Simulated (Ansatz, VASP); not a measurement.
# Cross-check of Zn13Se14 (Se_Zn) between VASP and Ansatz

One calculation is typed for both programs; each brings its own data sets. How far apart do they land? The cell is taken from a series of runs on this material, whose earlier steps may have relaxed, scaled, displaced or heated it; both programs get it as it stands.

Calculated with Ansatz 0.2.0; plane waves, with VASP 6.6.1 beside it; single point at r2SCAN.

### Step 1. The structure

The cell holds 54 atoms: 26 Zn and 28 Se. Its edges and angles: a = 12.017 Å, b = 12.017 Å, c = 12.017 Å, α = 60.0°, β = 60.0°, γ = 60.0°. It derives from ZnSe (ZnSe (F-43m)). Nearest the centre at fractional (0.333, 0.667, 0.667): Se44 at 1.57 Å, Se45 at 2.30 Å, Se35 at 2.35 Å, Se43 at 2.51 Å, Se41 at 3.60 Å, Zn23 at 3.73 Å, Zn15 at 3.74 Å, Zn11 at 3.85 Å. The cell carries charge −2.

As a file:

```xyz
54
Lattice="0.0000 8.4973 8.4973 8.4973 0.0000 8.4973 8.4973 8.4973 0.0000" Properties=species:S:1:pos:R:3 pbc="T T T"
Zn    8.5300   16.9563    8.5391
Zn    2.8520    2.8414    0.0392
Zn   14.1735   14.2011   16.9004
Zn   11.3472    8.4932    2.9009
Zn    5.7049   11.3544   11.3128
Zn    8.5656   14.1611   11.3391
Zn   14.1827   16.8842   14.2739
Zn    8.5520   11.3122   14.1941
Zn   11.4664   14.1873   14.2544
Zn    8.4985   11.2842    2.9315
Zn   11.3743    5.7751   11.2244
Zn   14.1603    8.5814   11.2842
Zn    3.2143    3.0470    5.4622
Zn    5.7053    5.6826    5.6461
Zn    8.6482    8.4441    5.8887
Zn   14.1614   11.2005    8.6157
Zn    8.4645    5.6299    8.5765
Zn    8.5123   14.0638    5.7097
Zn    2.8526    8.4682    5.6685
Zn    5.7388   11.2986    5.6933
Zn   11.3486   14.1018    8.5148
Zn    5.6560    8.4614    8.5455
Zn    8.6586   11.1040    8.5469
Zn   14.1711   14.1004   11.3888
Zn    8.4715    8.4280   11.3759
Zn   11.4618   11.2250   11.2943
Se    1.4404    1.3975    1.4591
Se    4.2876    4.2695    1.4072
Se    7.1081    7.0475    1.4373
Se    4.3888    1.3715    4.2225
Se    7.1292    4.2385    4.2559
Se    9.9640    7.0534    4.3165
Se    7.1285    1.3858    7.1050
Se    9.9286    4.2544    7.1152
Se   12.7212    7.1383    7.1778
Se    1.4712    4.3728    4.1112
Se    4.2843    7.0841    4.2334
Se    7.0852    9.8072    4.2907
Se    4.3919    4.2725    7.1365
Se    7.0304    7.0207    7.1209
Se    9.6812   10.7520    6.2295
Se    7.0710    4.1726    9.9652
Se    9.8470    7.0699    9.9285
Se    9.9226    8.9850    8.0129
Se   12.6916    9.7757    9.8390
Se    1.4408    7.0288    7.0951
Se    4.2471    9.8858    7.1098
Se    7.1034   12.6837    7.1725
Se    4.2391    7.0295    9.9639
Se    7.0428    9.8784    9.9686
Se    9.9585   12.6735    9.9363
Se    7.0822    7.0120   12.8076
Se    9.9248    9.8789   12.7469
Se   12.7568   12.6780   12.7903
```

### Step 2. Ansatz: single point, r2SCAN

Ansatz runs on its PAW soft_1 files.

With cell and atoms fixed, the geometry can't cause a difference; cores, projectors, grids and the points listed under the comparison can.

The input, input.yaml:

```yaml
crystal:
  checkpoint: "../qm2.relax.run"
  host: checkpoint
total_charge: -2
basis:
  ecutwfc: 500
  xc_grid: 2
hamiltonian:
  xc: r2scan
  pseudopotentials: { kind: paw, azcp: { folder: soft_1 } }
kpoints:
  mp_grid: { grid: [2, 2, 2], shift: [0.5, 0.5, 0.5] }
scf:
  occupations: { method: fermi_dirac, width: 0.01 }
  max_iter: 80
output:
  forces: true
  eigenvalues: true
  charged_corrections:
    epsilon: 7.48
    static_epsilon: 10.54
    defect_position: [0.333333, 0.666667, 0.666667]
  eigenstates: { localisation: true }
  populations: true
  band_densities: [{ bands: [v1, v1] }, { bands: [c1, c1] }]
  write_density: true
  write_potential: true
  volumetric_format: npy
  elf: true
checkpoint:
  read: "../qm2.relax.run"
  write: "../qm2.point.run"
  compress: false
  write_wavefunctions: false
  write_every: 100000
```

On the command line:

```
ansatz run input.yaml --threads 32 --pin off --max-ram 56524MiB --backend cuda --events-out ev --progress --plain --runs-dir out --max-vram 78GiB
```

What it wrote:

```text
crystal.checkpoint: the structure is that of <dir>, a `relax` run, at its step 16: its result, under r2scan at a charge of -2 e; 54 atoms read, 0 with a starting moment; crystal.structure_sha256 for t [...]
Engine: ansatz 0.2.0, aarch64-unknown-linux-gnu
[...]
Pseudopotential: Zn, paw, valence charge 12, recommended cutoff 500 eV (meta_gga), soft_1/Zn.paw.azcp
Pseudopotential: Se, paw, valence charge 16, recommended cutoff 500 eV (meta_gga), soft_1/Se.paw.azcp
Functional definition: r2SCAN
[...]
Crystal: 54 atoms, lattice volume = 1227.092 Å³
Basis set: ecut = 500 eV, 30923 PW (Γ), exchange–correlation on 180×180×180 points (8 copies of the dense FFT grid, shifted against one another)
Bands: 458, of which v1, the nominal top of the filled ones, is band 381 counted from 1 (380 counted from 0)
[...]
Space group: P1 (ITA 1), of the structure as read, at distance tolerance 1.1e-4 Å
[...]
SCF iter   2: F=—  HF=-239882.667170 eV  |F-HF|=—  |Δ(HF+E_count)|=   7.10e-3  Δρ=1.29e-3  dr2=2.44e-2  dr2_τ=1.88e-4  ethr=1.04e-5  ⟨swp⟩=3.2  Hψ=2510  notcnv=0
[...]
SCF iter   7: F=—  HF=-239882.665920 eV  |F-HF|=—  |Δ(HF+E_count)|=   4.58e-6  Δρ=1.05e-5  dr2=1.07e-6  dr2_τ=1.80e-8  ethr=1.29e-9  ⟨swp⟩=2.0  Hψ=3356  notcnv=0
SCF iter   8: F=—  HF=-239882.665920 eV  |F-HF|=—  |Δ(HF+E_count)|=   2.13e-7  Δρ=3.12e-6  dr2=1.30e-7  dr2_τ=5.02e-9  ethr=1.41e-10  ⟨swp⟩=2.0  Hψ=3356  notcnv=0
[...]
SCF 1 converged in 9 iterations: F = -239882.665920 eV  dr2 = 2.60e-8
[...]
SCF converged after 9 iterations
[...]
--- Löwdin populations: 54 sites ---
[...]
spilling = 0.006720 (of n_electrons = 762.000000)
--- Band densities, each state counted as filled ---
[...]
```

### Step 3. VASP: single point, r2SCAN

The same cell, functional, mesh and smearing now go to VASP, with its own data sets.

Lines of VASP's logs that name or quote its potential files are left out, and so is its time.

The input, INCAR:

```
SYSTEM = Zn13Se14
PREC = Accurate
ENCUT = 440
EDIFF = 1E-06
NELM = 120
ISMEAR = -1
SIGMA = 0.01
LREAL = Auto
ALGO = Normal
METAGGA = R2SCAN
LASPH = .TRUE.
NELECT = 482
NBANDS = 279
LORBIT = 11
LWAVE = .FALSE.
LCHARG = .FALSE.
ISIF = 2
ISYM = 0
GGA_COMPAT = .FALSE.
EFERMI = MIDGAP
LMIXTAU = .TRUE.
```

The input, POSCAR:

```
Zn13Se14
1.0
    0.0000000000      8.4973275000      8.4973275000
    8.4973275000      0.0000000000      8.4973275000
    8.4973275000      8.4973275000      0.0000000000
Zn Se
26 28
Direct
    0.9982732842      0.0066389110      0.9972100393
    0.0016816568      0.0029287378      0.3327024687
    0.9960781388      0.9928304203      0.6751679662
    0.0027611311      0.3386259767      0.9967581926
    0.9980949299      0.3332364749      0.3381368390
    0.9964676159      0.3379595661      0.6700708085
    0.9988690310      0.6809420098      0.9881331684
    0.9976245288      0.6727928703      0.3336390139
    0.9988572797      0.6786525917      0.6707630725
    0.3364088396      0.0085795008      0.9915596377
    0.3310024729      0.9899298107      0.3486387286
    0.3357124396      0.9922573252      0.6741811733
    0.3115594611      0.3312523489      0.0470191200
    0.3308887161      0.3335651503      0.3378631200
    0.3344938960      0.3585109021      0.6592460720
    0.3327402353      0.6811935319      0.9853795820
    0.3378679129      0.6714550073      0.3246833659
    0.6626358386      0.0093028415      0.9924549867
    0.6639758162      0.0031133589      0.3325923100
    0.6621584490      0.0078522256      0.6675124154
    0.6630303917      0.3390214551      0.9965264647
    0.6679065156      0.3377568733      0.3278652403
    0.6468091130      0.3590190574      0.6599589642
    0.6659778410      0.6743030473      0.9934133752
    0.6668217789      0.6719420674      0.3250149938
    0.6506457311      0.6785151189      0.6703603366
    0.0833300200      0.0883854302      0.0811310408
    0.0817358356      0.0838635959      0.4207175710
    0.0810140311      0.0881389239      0.7483655965
    0.0709192123      0.4260059708      0.0904874450
    0.0803284954      0.4205201043      0.4184761219
    0.0827256932      0.4252618954      0.7473465680
    0.0801578364      0.7559829258      0.0829281827
    0.0847861733      0.7525601440      0.4158836333
    0.0938414430      0.7508687226      0.7462174267
    0.4126459692      0.0711730115      0.1019592567
    0.4138495970      0.0843579321      0.4198411508
    0.4126379240      0.0923077707      0.7415117297
    0.4129011431      0.4269492452      0.0899024019
    0.4184417046      0.4195736620      0.4077880282
    0.4295618467      0.3035478318      0.8357772934
    0.4158223749      0.7569184533      0.0752286865
    0.4208048106      0.7476264059      0.4112101642
    0.4163274819      0.5266579668      0.6410681767
    0.4073724794      0.7505254734      0.7430682174
    0.7462927539      0.0886815995      0.0808800181
    0.7501463221      0.0865582627      0.4132575347
    0.7504006260      0.0936909161      0.7422643048
    0.7504927575      0.4220977316      0.0767716601
    0.7534239081      0.4197234582      0.4091010361
    0.7444273436      0.4249146573      0.7470373356
    0.7494941194      0.7577552112      0.0757023758
    0.7473519965      0.7527532283      0.4152396336
    0.7479718230      0.7572416045      0.7440253550
```

The input, KPOINTS:

```
Points of the shifted mesh
8
Reciprocal
 0.2500000000  0.2500000000  0.2500000000 1
 0.2500000000  0.2500000000  0.7500000000 1
 0.2500000000  0.7500000000  0.2500000000 1
 0.2500000000  0.7500000000  0.7500000000 1
 0.7500000000  0.2500000000  0.2500000000 1
 0.7500000000  0.2500000000  0.7500000000 1
 0.7500000000  0.7500000000  0.2500000000 1
 0.7500000000  0.7500000000  0.7500000000 1
```

Potentials, in the order of the species: Zn and Se (PBE family, release 64).

On the command line:

```
export OMP_NUM_THREADS=3
mpirun -np 1 vasp_std
```

What it wrote:

```text
[banner, memory and clock lines left out]
running    1 mpi-ranks, on    1 nodes
[...]
Offloading initialized ...    1 GPUs detected
[...]
|                                                                             |
|               ----> ADVICE to this user running VASP <----                  |
|                                                                             |
|     You enforced a specific xc type in the INCAR file but a different       |
|     [... a line on the potential file left out ...]
|     I HOPE YOU KNOW WHAT YOU ARE DOING!                                     |
|                                                                             |

 LDA part: xc-table for (None), standard interpolation
 POSCAR, INCAR and KPOINTS ok, starting setup
[...]
entering main loop
       N       E                     dE             d eps       ncg     rms          rms(c)
DAV:   1     0.378726911957E+04    0.37873E+04   -0.19253E+05  4464   0.180E+03
DAV:   2     0.814837757754E+02   -0.37058E+04   -0.35985E+04  4464   0.459E+02
DAV:   3    -0.681473052422E+03   -0.76296E+03   -0.73025E+03  4880   0.184E+02
DAV:   4    -0.744105057754E+03   -0.62632E+02   -0.61975E+02  4968   0.515E+01
DAV:   5    -0.745484733339E+03   -0.13797E+01   -0.13710E+01  4976   0.706E+00BRMIX: very serious problems
 the old and the new charge density differ
 old charge density:   480.00000 new  481.99999
    0.272E+01
DAV:   6    -0.669031230646E+03    0.76454E+02   -0.44167E+01  5280   0.488E+01    0.245E+01
DAV:   7    -0.668528846266E+03    0.50238E+00   -0.16776E+01  5000   0.131E+01    0.123E+01
DAV:   8    -0.668945595930E+03   -0.41675E+00   -0.11101E+00  5304   0.666E+00    0.268E+00
DAV:   9    -0.668999600286E+03   -0.54004E-01   -0.47528E-01  5312   0.518E+00    0.110E+00
[...]
DAV:  20    -0.668997542288E+03    0.15187E-05   -0.28664E-07  2400   0.455E-03    0.165E-03
DAV:  21    -0.668997538857E+03    0.34318E-05   -0.17516E-07  2400   0.397E-03    0.725E-04
DAV:  22    -0.668997538217E+03    0.63963E-06   -0.34909E-07  2400   0.308E-03
   1 F= -.66899754E+03 E0= -.66899754E+03  d E =0.000000E+00
```

From OUTCAR (step 3):

```text
  Total       22.9309271     18.5220925     18.5771790      2.4968296     -2.6852306     -1.9432238
  in kB       29.9402298     24.1837455     24.2556704      3.2600361     -3.5060258     -2.5372096
  external PRESSURE =      26.1265486 kB  Pullay stress =       0.0000000 kB

 POSITION                                       TOTAL-FORCE (eV/Angst)
 -----------------------------------------------------------------------------------
      8.53003     16.95628      8.53907        -0.021438     -0.011081     -0.045369
      2.85197      2.84137      0.03918        -0.026834     -0.035483     -0.031435
     14.17353     14.20113     16.90041        -0.002242     -0.041358     -0.005933
     11.34720      8.49324      2.90088        -0.010119     -0.013113     -0.022122
      5.70488     11.35440     11.31276        -0.030168     -0.015595     -0.040102
      8.56556     14.16112     11.33906        -0.005394     -0.023610     -0.021926
     14.18268     16.88421     14.27390        -0.025182     -0.010449     -0.042853
      8.55198     11.31218     14.19408        -0.031955     -0.035077     -0.029054
     11.46643     14.18731     14.25435        -0.034288     -0.032045     -0.042495
      8.49851     11.28418      2.93148         0.008238      0.019156     -0.023848
     11.37426      5.77513     11.22439        -0.008594     -0.016827     -0.010470
     14.16027      8.58140     11.28419        -0.036270     -0.050728     -0.025355
      3.21430      3.04696      5.46218        -0.022883      0.052971     -0.067533
      5.70535      5.68260      5.64608        -0.051650     -0.024503     -0.039785
[...]
-----------------------------------------------------------------------------------
    total drift:                                0.005737      0.035405      0.014796

  FREE ENERGIE OF THE ION-ELECTRON SYSTEM (eV)
  ---------------------------------------------------
  free  energy   TOTEN  =      -668.9975382169 eV

  energy  without entropy=     -668.9975382169  energy(sigma->0) =     -668.99753822

[... 2 further parts left out ...]
```

The run ends at a pressure of 2.61 GPa, with forces up to 0.60 eV/Å.

### Step 4. Side by side

Known differences besides the potentials themselves: VASP keeps PBE cores, Ansatz makes them for the functional; the cutoff is 500 eV in Ansatz and 440 eV in VASP (PREC = Accurate, projectors in real space). Total energies have different zeros and are not compared.

Both answers:

```csv
quantity,Ansatz,VASP,difference
gap on the k mesh (eV),1.595,1.595,0.000
```

Forces on 8 of the 54 atoms, those with the largest forces and the largest differences (eV/Å; atoms numbered as in POSCAR):

```
atom          Ansatz x, y, z            VASP x, y, z
Zn13   -0.025, 0.038, -0.074   -0.023, 0.053, -0.068
Zn24  -0.021, -0.014, -0.029  -0.009, -0.028, -0.018
Zn25  -0.013, -0.045, -0.048  -0.013, -0.054, -0.060
Se30    0.047, -0.026, 0.052    0.051, -0.030, 0.051
Se36    0.160, 0.163, -0.119    0.162, 0.162, -0.120
Se41   -0.146, -0.436, 0.410   -0.156, -0.421, 0.394
Se43   -0.049, -0.067, 0.067   -0.044, -0.060, 0.059
Se44    0.087, 0.279, -0.361    0.105, 0.258, -0.340
```

The forces differ by 7.1 meV/Å r.m.s., which is 10.3 % of the r.m.s. force of 0.069 eV/Å (both taken over all components). A gap on the mesh is an upper bound, since the band edges may lie between its points. The cell carries a charge of -2 e against a uniform background, so its pressure also hangs on how the neutralising background is counted, and in a defect's cell a gap may be the spacing between its levels.

### Step 5. Summary of results

| Property | Result |
| --- | --- |
| r.m.s. force difference (single point, r2SCAN) | 7.1 meV/Å |

What this shows: The r.m.s. force difference is 7.1 meV/Å (single point, r2SCAN), within the 12 meV/Å picked in this series as the mark of a large difference. The data sets hold unlike numbers of valence electrons (762 in Ansatz and 482 in VASP), so part of the differences comes from the potentials. Such differences can come from data sets, numerical settings and the points named under the comparisons, not from the functional's error against experiment.

[Lines on the potential files, build, host, timing and source positions are cut from VASP's logs without a mark.]

[Logs are printed without paths, hosts, clocks, repeated set-up lines and the standing remarks that a program may print on its own settings, such as how far it seeks lower states.]

[Hosts, paths, dates, database ids (printed as entryN), source tags and the programs' standing remarks are cut or masked in the printed files.]
